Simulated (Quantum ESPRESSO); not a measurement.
# KCl (Sylvite) (Fm-3m) in Quantum ESPRESSO: reference runs

Reference runs on KCl (Sylvite): the cell as given and a disturbed copy.

Program: Quantum ESPRESSO 7.5. These are calculated values, not measurements. Logs are shortened: lines on timing, memory, paths and dates and some standing lists are left out, and cuts for length are marked.

## 1. The crystal as given

Symmetry: Fm-3m, No. 225, cubic system. Conventional cell: a = 6.293 Å, b = 6.293 Å, c = 6.293 Å, α = 90.00°, β = 90.00°, γ = 90.00°. Around K (site symmetry m-3m) lie 6 Cl at 3.15 Å. Cl (site symmetry m-3m) has 6 K at 3.15 Å as nearest neighbours.

## 2. Single point, PBE

pw.in

```
&CONTROL
  calculation = 'scf'
  prefix = 'pwscf'
  outdir = './tmp'
  pseudo_dir = './pseudo'
  tprnfor = .true.
  tstress = .true.
  disk_io = 'low'
/
&SYSTEM
  ibrav = 0
  nat = 2
  ntyp = 2
  ecutwfc = 60
  ecutrho = 480
  nbnd = 14
  occupations = 'smearing'
  smearing = 'fd'
  degauss = 0.00367493
/
&ELECTRONS
  conv_thr = 4d-10
  electron_maxstep = 120
  mixing_beta = 0.5
/
ATOMIC_SPECIES
K     39.0983 K.pbe-spn-kjpaw_psl.1.0.0.UPF
Cl    35.4500 cl_pbe_v1.4.uspp.F.UPF
CELL_PARAMETERS angstrom
   0.0000000000    3.1464700000    3.1464700000
   3.1464700000    0.0000000000    3.1464700000
   3.1464700000    3.1464700000    0.0000000000
ATOMIC_POSITIONS crystal
K      0.0000000000    0.0000000000    0.0000000000
Cl     0.5000000000    0.5000000000    0.5000000000
K_POINTS automatic
7 7 7 0 0 0
```

pp_density.in

```
&INPUTPP
  prefix = 'pwscf'
  outdir = './tmp'
  filplot = 'density.dat'
  plot_num = 0
/
&PLOT
  nfile = 1
  filepp(1) = 'density.dat'
  iflag = 3
  output_format = 6
  fileout = 'density.cube'
/
```

pp_potential.in

```
&INPUTPP
  prefix = 'pwscf'
  outdir = './tmp'
  filplot = 'potential.dat'
  plot_num = 11
/
&PLOT
  nfile = 1
  filepp(1) = 'potential.dat'
  iflag = 3
  output_format = 6
  fileout = 'potential.cube'
/
```

Potentials or basis: SSSP 1.3 efficiency PBE.

Run with:

```bash
OMP_NUM_THREADS=1 pw.x -in pw.in > pw.out
OMP_NUM_THREADS=1 pp.x -in pp_density.in > pp_density.out
OMP_NUM_THREADS=1 pp.x -in pp_potential.in > pp_potential.out
```

pw.out:

```text
This program is part of the open-source Quantum ESPRESSO suite
     for quantum simulation of materials; please cite
         "P. Giannozzi et al., J. Phys.:Condens. Matter 21 395502 (2009);
         "P. Giannozzi et al., J. Phys.:Condens. Matter 29 465901 (2017);
         "P. Giannozzi et al., J. Chem. Phys. 152 154105 (2020);
     in publications or presentations arising from this work. More details at

     file K.pbe-spn-kjpaw_psl.1.0.0.UPF: wavefunction(s)  3S renormalized
     Message from routine setup:
     using ibrav=0 with symmetry is DISCOURAGED, use correct ibrav instead

     Subspace diagonalization in iterative solution of the eigenvalue problem:
     a serial algorithm will be used

     G-vector sticks info
     --------------------
     sticks:   dense  smooth     PW     G-vecs:    dense   smooth      PW
     Sum        2347    1159    349                74825    26469    4279

     Using Slab Decomposition

     bravais-lattice index     =            0
     lattice parameter (alat)  =       8.4089  a.u.
     unit-cell volume          =     420.4336 (a.u.)^3
     number of atoms/cell      =            2
     number of atomic types    =            2
     number of electrons       =        16.00
     number of Kohn-Sham states=           14
     kinetic-energy cutoff     =      60.0000  Ry
     charge density cutoff     =     480.0000  Ry
     scf convergence threshold =      4.0E-10
     mixing beta               =       0.5000
     number of iterations used =            8  plain     mixing
     Exchange-correlation=  SLA  PW   PBX  PBC
                           (   1   4   3   4   0   0   0)

     celldm(1)=   8.408867  celldm(2)=   0.000000  celldm(3)=   0.000000
     celldm(4)=   0.000000  celldm(5)=   0.000000  celldm(6)=   0.000000

     crystal axes: (cart. coord. in units of alat)
               a(1) = (   0.000000   0.707107   0.707107 )
               a(2) = (   0.707107   0.000000   0.707107 )
               a(3) = (   0.707107   0.707107   0.000000 )

     reciprocal axes: (cart. coord. in units 2 pi/alat)
               b(1) = ( -0.707107  0.707107  0.707107 )
               b(2) = (  0.707107 -0.707107  0.707107 )
               b(3) = (  0.707107  0.707107 -0.707107 )

     PseudoPot. # 1 for K  read from file:
     K.pbe-spn-kjpaw_psl.1.0.0.UPF
     Pseudo is Projector augmented-wave + core cor, Zval =  9.0
     Generated using "atomic" code by A. Dal Corso  v.5.1
     Shape of augmentation charge: PSQ
     Using radial grid of 1165 points,  6 beta functions with:
                l(1) =   0
                l(2) =   0
                l(3) =   1
                l(4) =   1
                l(5) =   2
                l(6) =   2
     Q(r) pseudized with 0 coefficients

     PseudoPot. # 2 for Cl read from file:
     cl_pbe_v1.4.uspp.F.UPF
     Pseudo is Ultrasoft + core correction, Zval =  7.0
     Generated by new atomic code, or converted to UPF format
     Using radial grid of  909 points,  6 beta functions with:
                l(1) =   0
                l(2) =   0
                l(3) =   1
                l(4) =   1
                l(5) =   2
                l(6) =   2
     Q(r) pseudized with  8 coefficients,  rinner =    1.300   1.300   1.300
                                                       1.300   1.300

     atomic species   valence    mass     pseudopotential
     K                 9.00    39.09830     K ( 1.00)
     Cl                7.00    35.45000     Cl( 1.00)

     48 Sym. Ops., with inversion, found

   Cartesian axes

     site n.     atom                  positions (alat units)
         1        K      tau(   1) = (   0.0000000   0.0000000   0.0000000  )
         2        Cl     tau(   2) = (   0.7071068   0.7071068   0.7071068  )

     number of k points=    20  Fermi-Dirac smearing, width (Ry)=  0.0037
                       cart. coord. in units 2pi/alat
        k(    1) = (   0.0000000   0.0000000   0.0000000), wk =   0.0058309
        k(    2) = (   0.1010153   0.1010153  -0.1010153), wk =   0.0466472
        k(    3) = (   0.2020305   0.2020305  -0.2020305), wk =   0.0466472
        k(    4) = (   0.3030458   0.3030458  -0.3030458), wk =   0.0466472
        k(    5) = (   0.2020305   0.0000000   0.0000000), wk =   0.0349854
        k(    6) = (   0.3030458   0.1010153  -0.1010153), wk =   0.1399417
[... 12 lines left out ...]
        k(   19) = (  -0.1010153  -0.5050763   0.7071068), wk =   0.1399417
        k(   20) = (   0.0000000  -0.4040610   0.6060915), wk =   0.1399417

     Dense  grid:    74825 G-vectors     FFT dimensions: (  60,  60,  60)

     Smooth grid:    26469 G-vectors     FFT dimensions: (  45,  45,  45)

     Initial potential from superposition of free atoms

     starting charge      15.9812, renormalised to      16.0000

     negative rho (up, down):  1.480E-02 0.000E+00
     Starting wfcs are   12 randomized atomic wfcs +    2 random wfcs
     Checking if some PAW data can be deallocated...

     Self-consistent Calculation

     iteration #  1     ecut=    60.00 Ry     beta= 0.50
     Davidson diagonalization with overlap
     ethr =  1.00E-02,  avg # of iterations =  6.9

     Threshold (ethr) on eigenvalues was too large:
     Diagonalizing with lowered threshold

     Davidson diagonalization with overlap
     ethr =  4.52E-04,  avg # of iterations =  3.1

     negative rho (up, down):  1.506E-02 0.000E+00

     total energy              =    -146.57506642 Ry
     estimated scf accuracy    <       0.07108377 Ry

     iteration #  2     ecut=    60.00 Ry     beta= 0.50
     Davidson diagonalization with overlap
     ethr =  4.44E-04,  avg # of iterations =  2.6

     negative rho (up, down):  1.464E-02 0.000E+00

     total energy              =    -146.59093157 Ry
     estimated scf accuracy    <       0.00369211 Ry

     iteration #  3     ecut=    60.00 Ry     beta= 0.50
     Davidson diagonalization with overlap
     ethr =  2.31E-05,  avg # of iterations =  5.8

     negative rho (up, down):  1.421E-02 0.000E+00

     total energy              =    -146.59159430 Ry
     estimated scf accuracy    <       0.00087984 Ry

     iteration #  4     ecut=    60.00 Ry     beta= 0.50
     Davidson diagonalization with overlap
     ethr =  5.50E-06,  avg # of iterations =  4.5

     negative rho (up, down):  1.429E-02 0.000E+00

     total energy              =    -146.59167672 Ry
     estimated scf accuracy    <       0.00002403 Ry

     iteration #  5     ecut=    60.00 Ry     beta= 0.50
     Davidson diagonalization with overlap
     ethr =  1.50E-07,  avg # of iterations =  3.3

     negative rho (up, down):  1.429E-02 0.000E+00

     total energy              =    -146.59168610 Ry
     estimated scf accuracy    <       0.00000630 Ry

     iteration #  6     ecut=    60.00 Ry     beta= 0.50
     Davidson diagonalization with overlap
     ethr =  3.94E-08,  avg # of iterations =  2.1

     negative rho (up, down):  1.428E-02 0.000E+00

     total energy              =    -146.59168746 Ry
     estimated scf accuracy    <       0.00000010 Ry

     iteration #  7     ecut=    60.00 Ry     beta= 0.50
     Davidson diagonalization with overlap
     ethr =  6.15E-10,  avg # of iterations =  3.5

     negative rho (up, down):  1.428E-02 0.000E+00

     total energy              =    -146.59168754 Ry
     estimated scf accuracy    <       0.00000002 Ry

     iteration #  8     ecut=    60.00 Ry     beta= 0.50
     Davidson diagonalization with overlap
     ethr =  9.44E-11,  avg # of iterations =  2.0

     negative rho (up, down):  1.428E-02 0.000E+00

     total energy              =    -146.59168755 Ry
     estimated scf accuracy    <          5.5E-10 Ry

     iteration #  9     ecut=    60.00 Ry     beta= 0.50
     Davidson diagonalization with overlap
     ethr =  3.46E-12,  avg # of iterations =  3.2

     negative rho (up, down):  1.427E-02 0.000E+00

     total energy              =    -146.59168755 Ry
     estimated scf accuracy    <          4.7E-10 Ry

     iteration # 10     ecut=    60.00 Ry     beta= 0.50
     Davidson diagonalization with overlap
     ethr =  2.92E-12,  avg # of iterations =  2.0

     negative rho (up, down):  1.427E-02 0.000E+00

     End of self-consistent calculation

          k = 0.0000 0.0000 0.0000 (  3287 PWs)   bands (ev):

   -26.2867 -11.2122  -9.7488  -9.7488  -9.7488   0.9058   0.9058   0.9058
     6.0951   9.2725   9.2725   9.2725  10.1306  10.1306

          k = 0.1010 0.1010-0.1010 (  3317 PWs)   bands (ev):

   -26.2847 -11.2512  -9.7506  -9.7506  -9.6998   0.6654   0.8410   0.8410
     6.5746   9.1328   9.5251   9.5251  10.4025  10.4025

          k = 0.2020 0.2020-0.2020 (  3308 PWs)   bands (ev):

   -26.2802 -11.3312  -9.7545  -9.7545  -9.5968   0.2087   0.7018   0.7018
     7.6239   9.0901  10.2297  10.2297  11.1288  11.1288

          k = 0.3030 0.3030-0.3030 (  3296 PWs)   bands (ev):

   -26.2766 -11.3894  -9.7576  -9.7576  -9.5199  -0.1035   0.5959   0.5959
     8.3914   9.4184  11.1705  11.1705  11.9888  11.9888

          k = 0.2020 0.0000 0.0000 (  3291 PWs)   bands (ev):

   -26.2840 -11.2512  -9.7591  -9.7591  -9.6873   0.5769   0.8524   0.8524
     6.6876   8.7633   9.7889   9.7889  10.2849  10.6663

          k = 0.3030 0.1010-0.1010 (  3294 PWs)   bands (ev):

   -26.2804 -11.2911  -9.7674  -9.7638  -9.6382   0.2884   0.7276   0.7612
     7.4968   8.5592  10.3587  10.4759  10.6887  11.2691

          k = 0.4041 0.2020-0.2020 (  3307 PWs)   bands (ev):

   -26.2765 -11.3373  -9.7720  -9.7691  -9.5822   0.0381   0.5767   0.6415
     8.3534   8.9772  10.9833  11.3745  11.4561  11.6440

          k =-0.2020-0.4041 0.4041 (  3290 PWs)   bands (ev):

   -26.2753 -11.3564  -9.7835  -9.7630  -9.5537  -0.0448   0.5448   0.5813
     8.6187   9.4040  11.1370  11.3212  11.5941  12.6882

          k =-0.1010-0.3030 0.3030 (  3305 PWs)   bands (ev):

   -26.2777 -11.3367  -9.7852  -9.7536  -9.5761   0.0911   0.6217   0.6460
     8.1733   9.0200  10.4416  11.0055  11.0898  11.9290

          k =-0.0000-0.2020 0.2020 (  3305 PWs)   bands (ev):

   -26.2819 -11.2907  -9.7706  -9.7481  -9.6403   0.3913   0.7360   0.7879
     7.2127   8.9113   9.7589  10.2316  10.6093  11.0089

          k = 0.4041 0.0000 0.0000 (  3315 PWs)   bands (ev):

   -26.2782 -11.2459  -9.7826  -9.7826  -9.6934   0.2258   0.7530   0.7530
     7.8602   7.9692  10.6708  11.1304  11.1304  11.5207

          k = 0.5051 0.1010-0.1010 (  3306 PWs)   bands (ev):

   -26.2752 -11.2295  -9.8058  -9.7887  -9.7126   0.1883   0.6195   0.6841
     7.9265   8.7104  11.0912  11.2371  11.6881  11.8925

          k =-0.1010-0.5051 0.5051 (  3287 PWs)   bands (ev):

   -26.2737 -11.2550  -9.8385  -9.7811  -9.6577   0.2005   0.4403   0.6082
     8.3880   9.5560  10.6872  11.0408  11.7211  12.0162

          k = 0.0000-0.4041 0.4041 (  3280 PWs)   bands (ev):

   -26.2748 -11.3030  -9.8279  -9.7655  -9.5977   0.1075   0.5056   0.5809
     8.7485   9.2219  10.5675  11.0608  11.3963  12.6804

          k = 0.6061 0.0000 0.0000 (  3302 PWs)   bands (ev):

   -26.2736 -11.1396  -9.8525  -9.8016  -9.8016   0.2302   0.6909   0.6909
     7.4970   9.0091  11.0331  11.1088  11.7520  12.3843

          k = 0.0000-0.6061 0.6061 (  3298 PWs)   bands (ev):

   -26.2730 -11.1518  -9.8820  -9.7983  -9.7615   0.2818   0.5549   0.6568
     7.7047   9.5847  10.5234  11.3025  11.3180  12.9121

          k = 0.4041 0.2020 0.0000 (  3302 PWs)   bands (ev):

   -26.2771 -11.2908  -9.7965  -9.7681  -9.6301   0.1592   0.6377   0.6668
     8.2679   8.4276  10.8999  10.9429  11.2869  11.7054

          k =-0.2020-0.4041 0.6061 (  3302 PWs)   bands (ev):

   -26.2745 -11.2892  -9.8121  -9.7866  -9.6181   0.1209   0.5140   0.5781
     8.6892   9.0895  10.6989  11.2486  11.7483  12.2303

          k =-0.1010-0.5051 0.7071 (  3301 PWs)   bands (ev):

   -26.2734 -11.1968  -9.8474  -9.8175  -9.7051   0.2622   0.5490   0.5896
     8.0280   9.4034  10.4289  11.3429  11.5628  12.3414

          k = 0.0000-0.4041 0.6061 (  3299 PWs)   bands (ev):

   -26.2731 -11.2242  -9.8532  -9.8174  -9.6584   0.3260   0.4019   0.5426
     8.6268   9.3265  10.4095  10.8107  12.2318  12.3125

     the Fermi energy is     3.3624 ev

!    total energy              =    -146.59168755 Ry
     estimated scf accuracy    <          2.7E-11 Ry
     smearing contrib. (-TS)   =       0.00000000 Ry
     internal energy E=F+TS    =    -146.59168755 Ry

     The total energy is F=E-TS. E is the sum of the following terms:
     one-electron contribution =     -28.61354638 Ry
     hartree contribution      =      19.90867129 Ry
     xc contribution           =     -20.80146768 Ry
     ewald contribution        =     -61.66688004 Ry
     one-center paw contrib.   =     -55.41846474 Ry

     convergence has been achieved in  10 iterations

     negative rho (up, down):  1.427E-02 0.000E+00

     Forces acting on atoms (cartesian axes, Ry/au):

     atom    1 type  1   force =    -0.00000000    0.00000000   -0.00000000
     atom    2 type  2   force =     0.00000000   -0.00000000    0.00000000

     Total force =     0.000000     Total SCF correction =     0.000000

     Computing stress (Cartesian axis) and pressure

     negative rho (up, down):  1.427E-02 0.000E+00
          total   stress  (Ry/bohr**3)                   (kbar)     P=        7.27
   0.00004943   0.00000000   0.00000000            7.27        0.00        0.00
   0.00000000   0.00004943   0.00000000            0.00        7.27        0.00
   0.00000000   0.00000000   0.00004943            0.00        0.00        7.27

=------------------------------------------------------------------------------=
   JOB DONE.
=------------------------------------------------------------------------------=
```

It took 68 s on 1 thread of Intel Xeon Platinum 8259CL at 2.50GHz (Skylake/Cascade Lake), shared host; peak memory 0.33 GiB.

Results:

| Item | Value |
| --- | --- |
| Free energy | -1994.4815 eV |
| Pressure | 0.7 GPa |
| Band gap on the k mesh | 5.19 eV, direct |

Caveat: an odd mesh through Γ misses points on the zone boundary, where band edges often lie.

(Continued in part 2 of 2.)
